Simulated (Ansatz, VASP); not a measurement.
## BW4 (B/W(110)) in two plane-wave programs

Aim: how closely do two programs agree when they are given the same cell, functional and k mesh? The cell is taken from a series of runs on this material, whose earlier steps may have relaxed, scaled, displaced or heated it; both programs get it as it stands.

Main program and level: Ansatz 0.2.0; plane waves, with VASP 6.6.1 beside it; single point at PBE.

## 1. Set-up

The cell holds 5 atoms: 4 W and 1 B. Its edges and angles: a = 2.737 Å, b = 2.737 Å, c = 22.748 Å, α = 90.0°, β = 90.0°, γ = 70.5°. Vacuum lies along c.

Coordinates:

```cif
data_structure
_symmetry_space_group_name_H-M 'P 1'
_symmetry_Int_Tables_number 1
_cell_length_a 2.7366
_cell_length_b 2.7366
_cell_length_c 22.7477
_cell_angle_alpha 90.000
_cell_angle_beta 90.000
_cell_angle_gamma 70.529
_cell_volume 160.62
loop_
_atom_site_label
_atom_site_type_symbol
_atom_site_fract_x
_atom_site_fract_y
_atom_site_fract_z
_atom_site_occupancy
W1 W 0.00000 0.00000 0.30772 1
W2 W 0.50000 0.50000 0.40595 1
W3 W 0.00000 0.00000 0.50559 1
W4 W 0.50000 0.50000 0.60481 1
B5 B 0.00000 0.50000 0.67993 1
```

## 2. Ansatz: single point, PBE

Ansatz runs on its PAW soft_1 files.

A single point gives forces, pressure and levels at one fixed geometry, so differences don't come from the geometry; what else differs is listed under the comparison.

input.yaml

```yaml
crystal:
  lattice:
    - [2.2344574285, -1.58, 0.0]
    - [2.2344574285, 1.58, 0.0]
    - [0.0, 0.0, 22.7477059179]
  atoms:
    - { symbol: W, position: [0.0, 0.0, 0.3077233381] }
    - { symbol: W, position: [0.5, 0.5, 0.4059511523] }
    - { symbol: W, position: [0.0, 0.0, 0.5055857217] }
    - { symbol: W, position: [0.5, 0.5, 0.6048122926] }
    - { symbol: B, position: [0.0, 0.5, 0.6799328315] }
kpoints:
  mp_grid: { grid: [12, 12, 1] }
hamiltonian:
  xc: pbe
  pseudopotentials: { kind: paw, azcp: { folder: soft_1 } }
scf:
  occupations: { method: fermi_dirac, width: 0.1 }
efield:
  axis: 3
  dipole_correction: true
  ramp_width: 0.05
output:
  forces: true
  write_potential: true
  write_density: true
  volumetric_format: npy
  elf: true
```

On the command line:

```sh
> ansatz run input.yaml --threads 4 --pin off --max-ram 8192MiB --backend cpu --events-out ev --progress --plain --runs-dir out
```

Numbers of over 12 decimals in the logs are rounded to 6 here.

What it wrote:

```text
Engine: ansatz 0.2.0, aarch64-unknown-linux-gnu
Pseudopotentials: kind: paw
Pseudopotential: W, paw, valence charge 14, recommended cutoff 420 eV (normal), soft_1/W.paw.azcp
Pseudopotential: B, paw, valence charge 3, recommended cutoff 420 eV (normal), soft_1/B.paw.azcp
Functional definition: PBE
  parameter kappa = 0.804
  parameter beta = 0.066725
  exchange = pbe_x(kappa = kappa, mu = beta*pi^2/3)
  correlation = pbe_c(beta = beta)
Crystal: 5 atoms, lattice volume = 160.619 Å³
Basis set: ecut = 420 eV, 3199 PW (Γ), exchange–correlation on 40×40×320 points (8 copies of the dense FFT grid, shifted against one another)
Bands: 36, of which v1, the nominal top of the filled ones, is band 30 counted from 1 (29 counted from 0)
Symmetry: 2 space group operations
Space group: P2 (ITA 3), of the structure as read, at distance tolerance 5.4e-5 Å
k-points: 74 of 144
Non-local potential: W, projectors of the file, l = 0: 3, l = 1: 2, l = 2: 2, l = 3: 1
Non-local potential: B, projectors of the file, l = 0: 2, l = 1: 2, l = 2: 1
PAW form: soft (Blöchl's): semilocal exchange-correlation on the pseudo side does not see the compensation charge
PAW one-centre angular grid: W, 590 points (default); XC on 64 Gauss nodes
PAW one-centre angular grid: B, 110 points (default); XC on 64 Gauss nodes
Initial density: superposition of atomic densities (neutral atoms: chi_scale 0, normalization atom)
Initial wavefunctions: pseudopotential atomic-orbital guess
Functional: x = pbe(κ = 0.804, μ = 0.219515), c = pbe(β = 0.066725)
SCF iter   1: F=—  HF=-41696.917005 eV  |F-HF|=—  |Δ(HF+E_count)|=         —  Δρ=4.63e-2  dr2=1.56e1  ethr=3.10e-3  p=0.000 e·Å  D=1.46e-7 V/Å  ΔV_dip=-0.00 eV  dr2_dipole=8.25e-1  V_vac-E_F(+/−)=7.10/7.10 eV  ⟨swp⟩=8.8  Hψ=13507  notcnv=0
efield: sawtooth ramp at fractional position 0.9688 (placed from the atoms, in the widest stretch of the axis that holds none; the zero of the levels goes with the place), width 0.0500; the density the first Hamiltonian is built on has a dipole p = 0.000 e·Å; the dipole correction subtracts the counter field D = 1.46e-7 V/Å, which shifts the + side's vacuum level by -0.00 eV against the − side's; the planar-averaged density in the ramp window peaks in size at 3.3e-7 e/Å³
preconditioner: auto → LDOS  [metal: Δε(μ)=0.006 eV  Ē_g=5.320 eV  σ=0.100 eV  W_gap=0.02  n_scr=16 (ndim 8)  ℏωp=15.2 eV  f_vac=0.468  D(μ)=3.52/eV (n_scr^D=14)  β→1.0]
SCF iter   2: F=—  HF=-41695.666231 eV  |F-HF|=—  |Δ(HF+E_count)|=    1.25e0  Δρ=2.79e-2  dr2=2.88e0  ethr=3.10e-3  p=-0.013 e·Å  D=-1.50e-2 V/Å  ΔV_dip=0.34 eV  dr2_dipole=1.71e-2  V_vac-E_F(+/−)=4.88/4.53 eV  ⟨swp⟩=3.7  Hψ=7129  notcnv=0
SCF iter   3: F=—  HF=-41695.206732 eV  |F-HF|=—  |Δ(HF+E_count)|=   4.59e-1  Δρ=6.77e-3  dr2=2.81e-1  ethr=3.10e-3  p=-0.009 e·Å  D=-1.03e-2 V/Å  ΔV_dip=0.23 eV  dr2_dipole=7.82e-2  V_vac-E_F(+/−)=5.50/5.27 eV  ⟨swp⟩=3.4  Hψ=5881  notcnv=0
SCF iter   4: F=—  HF=-41695.165320 eV  |F-HF|=—  |Δ(HF+E_count)|=   4.14e-2  Δρ=2.77e-3  dr2=4.16e-2  ethr=4.76e-4  p=-0.011 e·Å  D=-1.29e-2 V/Å  ΔV_dip=0.29 eV  dr2_dipole=1.55e-2  V_vac-E_F(+/−)=5.36/5.07 eV  ⟨swp⟩=2.4  Hψ=4808  notcnv=0
SCF iter   5: F=—  HF=-41695.165206 eV  |F-HF|=—  |Δ(HF+E_count)|=   1.14e-4  Δρ=1.18e-3  dr2=6.67e-3  ethr=7.05e-5  p=-0.011 e·Å  D=-1.27e-2 V/Å  ΔV_dip=0.29 eV  dr2_dipole=1.09e-3  V_vac-E_F(+/−)=5.26/4.97 eV  ⟨swp⟩=2.5  Hψ=4167  notcnv=0
SCF iter   6: F=—  HF=-41695.164319 eV  |F-HF|=—  |Δ(HF+E_count)|=   8.87e-4  Δρ=3.18e-4  dr2=7.50e-4  ethr=1.13e-5  p=-0.011 e·Å  D=-1.24e-2 V/Å  ΔV_dip=0.28 eV  dr2_dipole=2.52e-4  V_vac-E_F(+/−)=5.21/4.93 eV  ⟨swp⟩=2.2  Hψ=3920  notcnv=0
SCF iter   7: F=—  HF=-41695.164326 eV  |F-HF|=—  |Δ(HF+E_count)|=   6.97e-6  Δρ=1.58e-4  dr2=1.07e-4  ethr=1.27e-6  p=-0.010 e·Å  D=-1.17e-2 V/Å  ΔV_dip=0.27 eV  dr2_dipole=1.87e-5  V_vac-E_F(+/−)=5.18/4.91 eV  ⟨swp⟩=2.4  Hψ=4277  notcnv=0
SCF iter   8: F=—  HF=-41695.164336 eV  |F-HF|=—  |Δ(HF+E_count)|=   9.56e-6  Δρ=6.32e-5  dr2=2.63e-5  ethr=1.81e-7  p=-0.010 e·Å  D=-1.13e-2 V/Å  ΔV_dip=0.26 eV  dr2_dipole=3.46e-6  V_vac-E_F(+/−)=5.16/4.90 eV  ⟨swp⟩=2.4  Hψ=4280  notcnv=0
SCF iter   9: F=—  HF=-41695.164333 eV  |F-HF|=—  |Δ(HF+E_count)|=   2.70e-6  Δρ=1.82e-5  dr2=1.08e-6  ethr=4.46e-8  p=-0.010 e·Å  D=-1.10e-2 V/Å  ΔV_dip=0.25 eV  dr2_dipole=5.65e-9  V_vac-E_F(+/−)=5.15/4.90 eV  ⟨swp⟩=2.1  Hψ=3603  notcnv=0
SCF iter  10: F=-41695.164334 eV  HF=-41695.164334 eV  |F-HF|=3.83e-8  |Δ(HF+E_count)|=   7.11e-7  Δρ=5.40e-6  dr2=9.34e-8  ethr=1.69e-10  p=-0.010 e·Å  D=-1.09e-2 V/Å  ΔV_dip=0.25 eV  dr2_dipole=2.61e-10  V_vac-E_F(+/−)=5.15/4.91 eV  ⟨swp⟩=12.4  Hψ=24616  notcnv=0
SCF 1 converged in 10 iterations: F = -41695.164334 eV  dr2 = 9.34e-8
  greatest PAW one-centre occupation: 0.999 electrons in one spin orbital (limit 2), on the W atom at site 1 (counted from 0), in its partial waves of l = 0
WARN: The output density's exchange-correlation potential varies sharply where the density is thin. Do not read a vacuum level from v_tot or v_xc, or from such a field of the output density. On a cell that repeats whose density bears no net charge and no dipole along the vacuum's axis use v_es (v_loc + v_h of the components); under efield.dipole_correction with no amplitude use v_es + v_field, which holds any externa [...]
SCF converged after 10 iterations
Free energy (F): -41695.164334 eV
Harris-Foulkes:  -41695.164334 eV  (|F-HF|=3.83e-8)
Internal energy: -41695.041557 eV  (E = F + TS)
E sigma→0 (E₀):  -41695.102945 eV
Entropy (-TS):   -0.122777 eV (-24.555 meV/atom)
Fermi energy:    6.575442 eV
Dipole field:    D = -0.010845 V/Å  (p = -0.009626 e·Å, saw-weighted, corrected)
Work function:   Φ+ = 5.1528 eV   Φ− = 4.9061 eV
Levels:          The Fermi level and band energies are counted from a zero that moves with the ramp; work functions are not
--- Per-component energies (eV) ---
  E_band       = -1211.905828
  E_kinetic    = 1722.757966
  E_local      = -60045.059870  (includes V_loc(G=0)·N_el)
  E_nonlocal   = -90.290781
  E_hartree    = 29404.637954
  E_xc         = -1097.619709
  E_vxc        = -955.982358  (∫ρ·V_xc dr)
  E_paw        = -34389.234535  (= ΣΔE_a)
  E_vpaw       = -652.210432  (= ΣTr[D̂ρ^β])
  E_aug_tail   = 0.000592  (compensation charges beyond the density's cutoff)
  E_efield     = 0.000052  (sawtooth field / dipole correction)
  E_vefield    = -0.384510  (∫n·V_field dr)
  E_ewald      = 22799.766774
  E_smearing   = -0.122777  (= −TS)
  E_closure    = -0.000000  (closes the sum)
  Σ components = -41695.164334   (vs F -41695.164334, Δ=0.00e0)
--- Forces (eV/Å), atoms counted from 1 ---
  atom   1  W      0.00000000     0.00000000     0.36134730
  atom   2  W      0.00000000     0.00000000    -0.34148867
  atom   3  W      0.00000000     0.00000000     0.00508821
  atom   4  W      0.00000000     0.00000000    -0.01118309
  atom   5  B      0.00000000     0.00000000    -0.01370647
  max |Σ_I F_I| component: 5.73e-5 eV/Å
--- Band table (eV; the first three rows and the last of 74) ---
  k-point 0: bands = [... 26 lower, 5.1921, 5.3924, 5.9330, 6.2630, 6.9554, 7.1001, 7.9925, 8.2098, ... 2 higher]
  k-point 1: bands = [... 26 lower, 5.0729, 5.4318, 5.9028, 6.2929, 6.6110, 7.2292, 7.7910, 8.0890, ... 2 higher]
  k-point 2: bands = [... 26 lower, 4.8451, 5.4047, 5.5937, 6.3476, 6.6375, 7.3296, 7.7485, 8.0084, ... 2 higher]
  k-point 73: bands = [... 26 lower, 5.4563, 6.8446, 7.2989, 7.5682, 7.7193, 8.2874, 8.3783, 9.9242, ... 2 higher]
```

## 3. VASP: single point, PBE

The same cell, functional, mesh and smearing now go to VASP, with its own data sets.

Lines of VASP's logs that name or quote its potential files are left out, and so is its time.

INCAR

```
SYSTEM = BW4
PREC = Accurate
ENCUT = 520
EDIFF = 1E-06
NELM = 120
ISMEAR = -1
SIGMA = 0.1
LREAL = .FALSE.
ALGO = Normal
GGA = PE
NBANDS = 19
LASPH = .TRUE.
LORBIT = 11
LWAVE = .FALSE.
LCHARG = .FALSE.
ISIF = 2
LDIPOL = .TRUE.
IDIPOL = 3
DIPOL = 0.5 0.5 0.503
LVHAR = .TRUE.
GGA_COMPAT = .FALSE.
NELMDL = -8
KPAR = 2
```

POSCAR

```
BW4
1.0
    2.2344574285     -1.5800000000      0.0000000000
    2.2344574285      1.5800000000      0.0000000000
    0.0000000000      0.0000000000     22.7477059179
W B
4 1
Direct
    0.0000000000      0.0000000000      0.3077233381
    0.5000000000      0.5000000000      0.4059511523
    0.0000000000      0.0000000000      0.5055857217
    0.5000000000      0.5000000000      0.6048122926
    0.0000000000      0.5000000000      0.6799328315
```

KPOINTS

```
Automatic mesh
0
Gamma
12 12 1
0 0 0
```

Potentials, in the order of the species: W and B (PBE family, release 64).

On the command line:

```sh
> mpirun -np 2 vasp_std
```

What it wrote:

```text
[banner, memory and clock lines left out]
running    2 mpi-ranks, on    1 nodes
 distrk:  each k-point on    1 cores,    2 groups
 distr:  one band on    1 cores,    1 groups

 POSCAR found type information on POSCAR W B
 POSCAR found :  2 types and       5 ions
 LDA part: xc-table for (Slater+PW92), standard interpolation
 POSCAR, INCAR and KPOINTS ok, starting setup
 FFT: planning ... GRIDC
 FFT: planning ... GRID_SOFT
 FFT: planning ... GRID
 WAVECAR not read
 entering main loop
       N       E                     dE             d eps       ncg     rms          rms(c)
DAV:   1     0.124770039197E+03    0.12477E+03   -0.10264E+04  2812   0.112E+03
DAV:   2    -0.446032867876E+02   -0.16937E+03   -0.16379E+03  4072   0.256E+02
DAV:   3    -0.569013439540E+02   -0.12298E+02   -0.11798E+02  3497   0.647E+01
DAV:   4    -0.576289844278E+02   -0.72764E+00   -0.70768E+00  4778   0.136E+01
DAV:   5    -0.576494701853E+02   -0.20486E-01   -0.20105E-01  4213   0.201E+00
DAV:   6    -0.576503987397E+02   -0.92855E-03   -0.90438E-03  4837   0.319E-01
DAV:   7    -0.576504633823E+02   -0.64643E-04   -0.61891E-04  4181   0.478E-02
DAV:   8    -0.576504815826E+02   -0.18200E-04   -0.16458E-04  4077   0.781E-03    0.399E+01
DAV:   9    -0.769687222762E+02   -0.19318E+02   -0.17191E+02  5418   0.491E+01    0.249E+01
DAV:  10    -0.178560969666E+03   -0.10159E+03   -0.21947E+03  5400   0.142E+02    0.408E+01
DAV:  11    -0.805088862049E+02    0.98052E+02   -0.43277E+02  4247   0.902E+01    0.188E+01
DAV:  12    -0.613783918563E+02    0.19130E+02   -0.11484E+02  4669   0.488E+01    0.136E+01
DAV:  13    -0.550784195705E+02    0.63000E+01   -0.43445E+01  4589   0.242E+01    0.714E+00
DAV:  14    -0.550543643175E+02    0.24055E-01   -0.44025E+00  4287   0.107E+01    0.627E+00
[...]
DAV:  29    -0.543285380945E+02   -0.27332E-04   -0.10334E-04  3928   0.467E-02    0.104E-02
DAV:  30    -0.543285913412E+02   -0.53247E-04   -0.42870E-05  4056   0.294E-02    0.150E-02
DAV:  31    -0.543286418587E+02   -0.50518E-04   -0.14589E-05  3394   0.178E-02    0.912E-03
DAV:  32    -0.543286529636E+02   -0.11105E-04   -0.12696E-05  3762   0.163E-02    0.662E-03
DAV:  33    -0.543286555897E+02   -0.26261E-05   -0.83070E-07  2084   0.564E-03    0.543E-03
DAV:  34    -0.543286587672E+02   -0.31775E-05   -0.58551E-07  2133   0.336E-03    0.413E-03
DAV:  35    -0.543286599700E+02   -0.12028E-05   -0.82570E-07  1895   0.477E-03    0.164E-03
DAV:  36    -0.543286604402E+02   -0.47023E-06   -0.20818E-07  1835   0.318E-03
   1 F= -.54328660E+02 E0= -.54267130E+02  d E =-.123062E+00
```

Parts of OUTCAR (step 3):

```text
ion  position               nearest neighbor table
   1  0.000  0.000  0.308-   2 2.74   2 2.74   2 3.16   2 3.16
   2  0.500  0.500  0.406-   1 2.74   1 2.74   3 2.76   3 2.76   1 3.16   1 3.16   3 3.18   3 3.18

  LATTYP: Found a base centered orthorhombic cell.
 ALAT       =     3.1600000000
 B/A-ratio  =     1.4142135623
 C/A-ratio  =     7.1986411133

 Subroutine GETGRP returns: Found  2 space group operations
 (whereof  2 operations were pure point group operations)

The static configuration has the point symmetry C_2 .

 Found     74 irreducible k-points:

   k-points           NKPTS =     74   k-points in BZ     NKDIM =     74   number of bands    NBANDS=     19

   dimension x,y,z NGX =    20 NGY =   20 NGZ =  180
   dimension x,y,z NGXF=    40 NGYF=   40 NGZF=  360

   ENCUT  =  520.0 eV  38.22 Ry    6.18 a.u.   5.09  5.09 42.30*2*pi/ulx,y,z

   NELECT =      27.0000    total number of electrons

 k-points in reciprocal lattice and weights: Automatic mesh
   0.00000000  0.00000000  0.00000000       0.007
   0.08333333  0.00000000  0.00000000       0.014
  -0.00000000 -0.08333333  0.00000000       0.014
   0.16666667  0.00000000  0.00000000       0.014
  -0.00000000 -0.16666667  0.00000000       0.014
   0.25000000 -0.00000000  0.00000000       0.014
   0.00000000 -0.25000000  0.00000000       0.014
   0.33333333 -0.00000000  0.00000000       0.014
   0.00000000 -0.33333333  0.00000000       0.014
[...]
-0.41666667  0.41666667  0.00000000       0.014
   0.50000000  0.50000000  0.00000000       0.007

 dipolmoment           0.000000      0.000000      0.009008 electrons x Angstroem

 average (electrostatic) potential at core
       1 -45.0106       2 -45.1111       3 -45.0297       4 -44.9640       5 -33.2072

 E-fermi :   0.6562

 k-point     1 :       0.0000    0.0000    0.0000
  band No.  band energies     occupation
    ...
     10      -0.8491      2.00000
     11      -0.7299      2.00000
     12      -0.5302      1.99999
     13       0.0046      1.99704
     14       0.3466      1.91344
     15       1.0478      0.03904
     16       1.1708      0.01158
     17       2.0625      0.00000
     18       2.2729      0.00000
     19       2.5084      0.00000

 k-point     2 :       0.0833    0.0000    0.0000
  band No.  band energies     occupation
    ...
     11      -0.8522      2.00000
     12      -0.6228      1.99999
     13      -0.1158      1.99911
     14       0.4377      1.79779
     15       0.6209      1.17464
     16       1.4599      0.00065
     17       2.0338      0.00000
     18       2.1392      0.00000
     19       2.4621      0.00000

 k-point     3 :      -0.0000   -0.0833    0.0000
  band No.  band energies     occupation
    ...
     11      -0.8471      2.00000
     12      -0.4941      1.99998
     13      -0.0219      1.99773
     14       0.3749      1.88669
     15       0.6954      0.80634
     16       1.3014      0.00315
     17       1.8638      0.00001
     18       2.1572      0.00000
     19       2.4263      0.00000

  Total       -1.8900129     -4.0249161     -1.9650515     -0.5081465      0.0000000      0.0000000
  in kB      -18.8529177    -40.1486216    -19.6014295     -5.0687718      0.0000000      0.0000000
  external PRESSURE =     -26.2009896 kB  Pullay stress =       0.0000000 kB

  energy-cutoff  :      520.00
  volume of cell :      160.62
      direct lattice vectors                 reciprocal lattice vectors
     2.234457428 -1.580000000  0.000000000     0.223767969 -0.316455696  0.000000000
     2.234457428  1.580000000  0.000000000     0.223767969  0.316455696  0.000000000
     0.000000000  0.000000000 22.747705918     0.000000000  0.000000000  0.043960477

 POSITION                                       TOTAL-FORCE (eV/Angst)
 -----------------------------------------------------------------------------------
      0.00000      0.00000      7.00000        -0.000000      0.000000      0.540139
      2.23446      0.00000      9.23446         0.000000      0.000000     -0.378625
      0.00000      0.00000     11.50092         0.000000      0.000000      0.006001
      2.23446      0.00000     13.75809         0.000000      0.000000     -0.178658
      1.11723      0.79000     15.46691         0.000000      0.000000      0.011142
 -----------------------------------------------------------------------------------
    total drift:                               -0.000000     -0.000000     -0.000332

  FREE ENERGIE OF THE ION-ELECTRON SYSTEM (eV)
  ---------------------------------------------------
  free  energy   TOTEN  =       -54.3286604402 eV

  energy  without entropy=      -54.2055988116  energy(sigma->0) =      -54.26712963

 vacuum level on the upper side and lower side of the slab         5.812         5.579

 total charge
# of ion       s       p       d       tot
------------------------------------------
    1        0.676   0.533   4.036   5.245
    2        0.676   0.702   4.160   5.538
    3        0.673   0.703   4.157   5.533
    4        0.676   0.715   4.270   5.661
    5        0.777   0.774   0.000   1.551
--------------------------------------------------
tot          3.479   3.427  16.622  23.528

[... 3 further parts left out ...]
```

## 4. Comparison

Known differences besides the potentials themselves: the data sets hold 59 valence electrons in Ansatz (on its PAW soft_1 files) and 27 in VASP; the cutoff is 420 eV in Ansatz and 520 eV in VASP. Total energies have different zeros and are not compared.

Both answers:

```
                                   quantity  Ansatz  VASP  difference
 work function, lower of the two faces (eV)    4.91  4.92       -0.02
work function, higher of the two faces (eV)    5.15  5.16        0.00
```

Forces (eV/Å; atoms numbered as in POSCAR):

```
atom        Ansatz x, y, z          VASP x, y, z
  W1   0.000, 0.000, 0.361   0.000, 0.000, 0.540
  W2  0.000, 0.000, -0.341  0.000, 0.000, -0.379
  W3   0.000, 0.000, 0.005   0.000, 0.000, 0.006
  W4  0.000, 0.000, -0.011  0.000, 0.000, -0.179
  B5  0.000, 0.000, -0.014   0.000, 0.000, 0.011
```

The forces differ by 64 meV/Å r.m.s., which is 36.4 % of the r.m.s. force of 0.176 eV/Å (both taken over all components). With vacuum in the cell, a pressure given here is an average over mostly empty space and none of the material.

## 5. Other set-ups

Further runs change the set-up of one program: Ansatz's method, potentials or start, or VASP's data sets, cutoff or form of LDA. The table gives Ansatz less VASP for each quantity, since a change that brings one quantity closer may part another.

```
                                                      run  r.m.s. force difference (meV/Å)  work function, lower of the two faces (eV)  work function, higher of the two faces (eV)
                                                 as above                               64                                      -0.017                                      -0.0030
VASP with the data sets W_sv and B and a cutoff of 420 eV                              8.5                                     -0.0034                                       3.0e-4
```

## 6. Outcome

```json
{
 "r.m.s. force difference (single point, PBE)": "64 meV/Å"
}
```

In words: The r.m.s. force difference is 64 meV/Å (single point, PBE), beyond the 12 meV/Å picked in this series as the mark of a large difference. The data sets hold unlike numbers of valence electrons (59 in Ansatz and 27 in VASP), so part of the differences comes from the potentials. Single point, PBE, VASP with the data sets W_sv and B and a cutoff of 420 eV: r.m.s. force difference goes from 64 to 8.5 meV/Å; the difference in work function, lower of the two faces goes from -0.017 to -0.0034 eV; the difference in work function, higher of the two faces goes from -0.0030 to 3.0e-4 eV. How closely two codes agree says nothing of how well the functional describes the real material.

[Lines on the potential files, build, host, timing and source positions are cut from VASP's logs without a mark.]

[Logs are printed without paths, hosts, clocks, repeated set-up lines and the standing remarks that a program may print on its own settings, such as how far it seeks lower states.]

[Hosts, paths, dates, database ids (printed as entryN), source tags and the programs' standing remarks are cut or masked in the printed files.]
